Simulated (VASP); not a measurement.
# PtSe2 (Sudovikovite) (P-3m1) in VASP: a series of runs, part 2 of 3

VASP 6.6.1.

### 3 Single point, r2SCAN+U (volume scaled by 1.04)

Contents of POSCAR:

```
PtSe2
1.0
    3.7730056198      0.0000000000      0.0000000000
   -1.8865028099      3.2675187154      0.0000000000
    0.0000000000      0.0000000000      5.1286129021
Pt Se
1 2
Direct
    0.0000000000      0.0000000000      0.0000000000
    0.6666666667      0.3333333333      0.7500000000
    0.3333333333      0.6666666667      0.2500000000
```

Contents of INCAR.step1:

```
SYSTEM = PtSe2
ALGO = Normal
EDIFF = 1E-4
ENCUT = 520
GGA = PE
ISMEAR = -1
LASPH = .TRUE.
LCHARG = .FALSE.
LDAU = .TRUE.
LDAUJ = 0 0
LDAUL = 2 -1
LDAUTYPE = 2
LDAUU = 6 0
LMAXMIX = 4
LREAL = .FALSE.
LWAVE = .TRUE.
NBANDS = 18
NELM = 150
PREC = Accurate
SIGMA = 0.05
```

Contents of INCAR.step2:

```
SYSTEM = PtSe2
ALGO = Normal
EDIFF = 1E-7
ENCUT = 520
ISIF = 2
ISMEAR = -1
ISTART = 1
LASPH = .TRUE.
LCHARG = .TRUE.
LDAU = .TRUE.
LDAUJ = 0 0
LDAUL = 2 -1
LDAUPRINT = 1
LDAUTYPE = 2
LDAUU = 6 0
LELF = .TRUE.
LMAXMIX = 4
LMIXTAU = .TRUE.
LREAL = .FALSE.
LVHAR = .TRUE.
LWAVE = .FALSE.
METAGGA = R2SCAN
NBANDS = 18
NELM = 150
PREC = Accurate
SIGMA = 0.05
```

Contents of KPOINTS:

```
k-points
0
G
  8 8 5
  0 0 0
```

Potentials or basis: VASP PAW PBE potentials, release 64 (Pt, Se).

Command:

```console
> cat potpaw_PBE.64/Pt/POTCAR potpaw_PBE.64/Se/POTCAR > POTCAR
> cp INCAR.step1 INCAR
> mpirun -np 1 vasp_std > vasp.out
> cp INCAR.step2 INCAR
> mpirun -np 1 vasp_std > vasp.out
```

OUTCAR:

```text
SYSTEM = PtSe2
   EDIFF = 1E-7
   ENCUT = 520
   ISIF = 2
   ISMEAR = -1
   ISTART = 1
   LASPH = .TRUE.
   LREAL = .FALSE.
   METAGGA = R2SCAN
   NELM = 150
   PREC = Accurate

 ion  position               nearest neighbor table
   1  0.000  0.000  0.000-   2 2.53   3 2.53   2 2.53   3 2.53   2 2.53   3 2.53
   2  0.667  0.333  0.750-   1 2.53   1 2.53   1 2.53
   3  0.333  0.667  0.250-   1 2.53   1 2.53   1 2.53

  LATTYP: Found a hexagonal cell.
 ALAT       =     3.7730056198
 C/A-ratio  =     1.3592910849

  Lattice vectors:

 A1 = (   3.7730056198,   0.0000000000,   0.0000000000)
 A2 = (  -1.8865028099,   3.2675187154,   0.0000000000)
 A3 = (   0.0000000000,   0.0000000000,   5.1286129021)

Analysis of symmetry for initial positions (statically):
=====================================================================
 Subroutine PRICEL returns:
 Original cell was already a primitive cell.

 Routine SETGRP: Setting up the symmetry group for a
 hexagonal supercell.

 Subroutine GETGRP returns: Found 12 space group operations
 (whereof 12 operations were pure point group operations)
 out of a pool of 24 trial point group operations.

The static configuration has the point symmetry D_3d.

Analysis of symmetry for dynamics (positions and initial velocities):
=====================================================================
 Subroutine PRICEL returns:
 Original cell was already a primitive cell.

 Routine SETGRP: Setting up the symmetry group for a
 hexagonal supercell.

 Subroutine GETGRP returns: Found 12 space group operations
 (whereof 12 operations were pure point group operations)
 out of a pool of 24 trial point group operations.

The dynamic configuration has the point symmetry D_3d.

 Subroutine INISYM returns: Found 12 space group operations
 (whereof 12 operations are pure point group operations),
 and found     1 'primitive' translations

----------------------------------------------------------------------------------------

                                     Primitive cell

  volume of cell :      63.2274

  direct lattice vectors                    reciprocal lattice vectors
     3.773005620  0.000000000  0.000000000     0.265040687  0.153021312  0.000000000
    -1.886502810  3.267518715  0.000000000     0.000000000  0.306042624  0.000000000
     0.000000000  0.000000000  5.128612902     0.000000000  0.000000000  0.194984496

  length of vectors
     3.773005620  3.773005620  5.128612902     0.306042624  0.306042624  0.194984496

  position of ions in fractional coordinates (direct lattice)
     0.000000000  0.000000000  0.000000000
     0.666666667  0.333333333  0.750000000
     0.333333333  0.666666667  0.250000000
[... 84 lines left out ...]
   ISIF   =      2    stress and relaxation
   ISYM   =      2    0-nonsym 1-usesym 2-fastsym
   POTIM  = 0.5000    time-step for ionic-motion
   TEBEG  =    0.0;   TEEND  =   0.0 temperature during run
   PSTRESS=    0.0 pullay stress
   NELECT =      22.0000    total number of electrons
   NUPDOWN=      -1.0000    fix difference up-down
   EMIN   =  10.00;   EMAX   =-10.00  energy-range for DOS
   EFERMI =   0.00;   METHOD = LEGACY
   ISMEAR =    -1;   SIGMA  =   0.05  broadening in eV -4-tet -1-fermi 0-gaus
   EFERMI_NEDOS =   21; number of points for ismear=-14 and -15
   IALGO  =     38    algorithm
   IMIX   =      4    mixing-type and parameters
     AMIX     =   0.40;   BMIX     =  1.00
     AMIX_MAG =   1.60;   BMIX_MAG =  1.00
  volume/ion in A,a.u.               =      21.08       142.23
  Fermi-wavevector in a.u.,A,eV,Ry     =   1.151456  2.175936 18.039288  1.325850
  Thomas-Fermi vector in A             =   2.288113
   LORBIT       =      0    0 simple, 1 ext, 2 COOP (PROOUT), +10 PAW based schemes
 LDA+U is selected, type is set to LDAUTYPE =  2
   angular momentum for each species LDAUL =     2   -1
   U (eV)           for each species LDAUU =   6.0  0.0
   J (eV)           for each species LDAUJ =   0.0  0.0
   METAGGA = R2SCAN    functional components
   LHFCALC =     F    Hartree Fock is set to
   AEXX    =    0.0000 exact exchange contribution
   IVDW    =     0    specifies the selected vdW correction
   LEPSILON=     F    determine dielectric tensor
   LRPA    =     F    only Hartree local field effects (RPA)
 non-spin polarized calculation
  energy-cutoff  :      520.00
  volume of cell :       63.23
 maximum number of plane-waves:      1717
   NGX = 13   NGY = 13   NGZ = 19

atom =   1  type =  1  l = 2

 onsite density matrix

spin component  1

  0.8571  0.0000 -0.0000  0.1155 -0.0000
  0.0000  0.7957  0.0000  0.0000  0.1155
 -0.0000  0.0000  0.9435  0.0000  0.0000
  0.1155  0.0000  0.0000  0.7957  0.0000
 -0.0000  0.1155  0.0000  0.0000  0.8571

spin component  2

  0.8571  0.0000 -0.0000  0.1155 -0.0000
  0.0000  0.7957  0.0000  0.0000  0.1155
 -0.0000  0.0000  0.9435  0.0000  0.0000
  0.1155  0.0000  0.0000  0.7957  0.0000
 -0.0000  0.1155  0.0000  0.0000  0.8571

 occupancies and eigenvectors

  o =  0.7069  v = -0.6096  0.0000 -0.0000  0.7927 -0.0000  0.0000  0.0000  0.0000  0.0000  0.0000      0.0000  0.0000  0.0000  0.0000  0.0000  0.0000  0.0000  0.0000  0.0000  0.0000
  o =  0.7069  v =  0.0000  0.0000  0.0000  0.0000  0.0000 -0.6096  0.0000 -0.0000  0.7927 -0.0000      0.0000  0.0000  0.0000  0.0000  0.0000  0.0000  0.0000  0.0000  0.0000  0.0000
  o =  0.7069  v =  0.0000  0.7927  0.0000 -0.0000 -0.6096  0.0000  0.0000  0.0000  0.0000  0.0000      0.0000  0.0000  0.0000  0.0000  0.0000  0.0000  0.0000  0.0000  0.0000  0.0000
  o =  0.7069  v =  0.0000  0.0000  0.0000  0.0000  0.0000  0.0000  0.7927  0.0000 -0.0000 -0.6096      0.0000  0.0000  0.0000  0.0000  0.0000  0.0000  0.0000  0.0000  0.0000  0.0000
  o =  0.9435  v =  0.0000  0.0000  0.0000  0.0000  0.0000  0.0000  0.0000 -1.0000 -0.0000  0.0000      0.0000  0.0000  0.0000  0.0000  0.0000  0.0000  0.0000  0.0000  0.0000  0.0000
  o =  0.9435  v =  0.0000  0.0000 -1.0000 -0.0000  0.0000  0.0000  0.0000  0.0000  0.0000  0.0000      0.0000  0.0000  0.0000  0.0000  0.0000  0.0000  0.0000  0.0000  0.0000  0.0000
  o =  0.9459  v = -0.7927  0.0000  0.0000 -0.6096  0.0000  0.0000  0.0000  0.0000  0.0000  0.0000      0.0000  0.0000  0.0000  0.0000  0.0000  0.0000  0.0000  0.0000  0.0000  0.0000
  o =  0.9459  v =  0.0000  0.0000  0.0000  0.0000  0.0000 -0.7927  0.0000  0.0000 -0.6096  0.0000      0.0000  0.0000  0.0000  0.0000  0.0000  0.0000  0.0000  0.0000  0.0000  0.0000
  o =  0.9459  v =  0.0000  0.6096  0.0000  0.0000  0.7927  0.0000  0.0000  0.0000  0.0000  0.0000      0.0000  0.0000  0.0000  0.0000  0.0000  0.0000  0.0000  0.0000  0.0000  0.0000
  o =  0.9459  v =  0.0000  0.0000  0.0000  0.0000  0.0000  0.0000  0.6096  0.0000  0.0000  0.7927      0.0000  0.0000  0.0000  0.0000  0.0000  0.0000  0.0000  0.0000  0.0000  0.0000

 number of electron      21.9999997 magnetization

 Free energy of the ion-electron system (eV)
  ---------------------------------------------------
  ext. energy  EPLUGINS =         0.00000000
  ---------------------------------------------------
  free energy    TOTEN  =       -77.50799497 eV

  energy without entropy =      -77.50207119  energy(sigma->0) =      -77.50503308

 E-fermi :   5.6016     XC(G=0): -11.0182

 val. band max:        5.5844358416   @ k =   0.0000   0.1250   0.2000
 cond. band min:       5.6702614631   @ k =   0.3750   0.2500   0.0000
 fundamental gap:      0.0858256215
 Fermi energy:         5.6015824582

 k-point     1 :       0.0000    0.0000    0.0000
  band No.  band energies     occupation
      1     -10.2368      2.00000
      2      -7.5728      2.00000
      3      -2.1013      2.00000
      4      -1.3783      2.00000
      5      -1.3783      2.00000
      6       0.1631      2.00000
[... 481 lines left out ...]
      5      -0.3935      2.00000
      6      -0.2110      2.00000
[... 10 lines left out ...]
     17      14.5105      0.00000
     18      15.2604      0.00000

 [... further k-points ...]
[... 5 lines left out ...]
  --------------------------------------------------------------------------------------
  -------------------------------------------------------------------------------------
  Total       -1.7661807     -1.7661807     -0.4177434      0.0000000      0.0000000      0.0000000
  in kB      -44.7548668    -44.7548668    -10.5855810      0.0000000      0.0000000      0.0000000
  external PRESSURE =     -33.3651049 kB  Pullay stress =       0.0000000 kB

 VOLUME and BASIS-vectors are now :
 -----------------------------------------------------------------------------
  energy-cutoff  :      520.00
  volume of cell :       63.23
      direct lattice vectors                 reciprocal lattice vectors
     3.773005620  0.000000000  0.000000000     0.265040687  0.153021312  0.000000000
    -1.886502810  3.267518715  0.000000000     0.000000000  0.306042624  0.000000000
     0.000000000  0.000000000  5.128612902     0.000000000  0.000000000  0.194984496

 POSITION                                       TOTAL-FORCE (eV/Angst)
 -----------------------------------------------------------------------------------
      0.00000      0.00000      0.00000         0.000000      0.000000      0.000000
      1.88650      1.08917      3.84646         0.000000      0.000000      0.295280
     -0.00000      2.17835      1.28215        -0.000000      0.000000     -0.295280
 -----------------------------------------------------------------------------------
    total drift:                               -0.000000     -0.000000     -0.000000

  FREE ENERGIE OF THE ION-ELECTRON SYSTEM (eV)
  ---------------------------------------------------
  free  energy   TOTEN  =       -77.5079949671 eV

  energy  without entropy=      -77.5020711895  energy(sigma->0) =      -77.50503308
```

Run time: 3.4 min. Hardware: 1 thread of Intel Xeon Platinum 8488C (Sapphire Rapids), shared host; peak memory 0.21 GiB.

What came out:

| Quantity | Value |
| --- | --- |
| Free energy | -77.5080 eV |
| Pressure | -3.3 GPa |
| Largest force | 0.295 eV/Å |
| Band gap on the k mesh | none (metal or under the smearing width) |

Forces on the atoms (eV/Å):
```
Pt   0.000  0.000  0.000
Se   0.000  0.000  0.295
Se   0.000  0.000 -0.295
```

Eigenvalues of the final occupation matrices:
```
    site  spin  trace               eigenvalues
site 1 d     1   4.25  0.71 0.71 0.94 0.95 0.95
site 1 d     2   4.25  0.71 0.71 0.94 0.95 0.95
```

Caveat: the PAW data sets were made with another functional, which shifts forces and pressure a little; U without spin polarisation on a metal has little footing. The run has no spin-orbit coupling, so splittings on Pt are missing.

(Part 2 of 3 ends here.)
